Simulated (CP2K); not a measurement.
The system is BN.

```
N B
1.0
     2.56397    0.00000    0.00000
     1.28199    2.22046    0.00000
     1.28199    0.74015    2.09347
N B
1 1
Direct
  0.25000 0.25000 0.25000
  0.00000 0.00000 0.00000
```

The cell is a database's computed one.

Program: CP2K 2026.2. Alike in all runs: task band structure; no spin polarisation; cell as given; k mesh 13 × 13 × 13.

Q: Order these runs on this cell by their pressure, lowest first.
A. level PBEsol; potentials or basis POTENTIAL_UZH N GTH-PBE-q5, B GTH-PBE-q3; TZVP-MOLOPT-PBE-GTH basis; smearing fermi-dirac 0.05 eV; NGRIDS 4; points a segment of the path (NPOINTS) 10; bands added on the path 2; CUTOFF of the grids 450 Ry
B. level r2SCAN; potentials or basis POTENTIAL_UZH N GTH-SCAN-q5, B GTH-SCAN-q3; TZVP-MOLOPT-SCAN-GTH basis; smearing fermi-dirac 0.0259 eV; NGRIDS 4; points a segment of the path (NPOINTS) 8; bands added on the path 4; CUTOFF of the grids 675 Ry
C. level LDA; potentials or basis GTH_POTENTIALS N GTH-PADE-q5, B GTH-PADE-q3; TZVP-MOLOPT-PBE-GTH basis; smearing fermi-dirac 0.0259 eV; NGRIDS 4; points a segment of the path (NPOINTS) 10; bands added on the path 6; CUTOFF of the grids 450 Ry
D. level PBE; potentials or basis POTENTIAL_UZH N GTH-PBE-q5, B GTH-PBE-q3; TZVP-MOLOPT-PBE-GTH basis; smearing fermi-dirac 0.05 eV; NGRIDS 5; points a segment of the path (NPOINTS) 6; bands added on the path 4; CUTOFF of the grids 450 Ry

A: C (-13.4 GPa), B (-4.9 GPa), A (-2.6 GPa), D (0.6 GPa).

Caveats: the basis of atomic orbitals isn't converged, which shifts pressures, moduli and gaps; the potentials were made for another functional, which shifts forces and pressure (some runs).
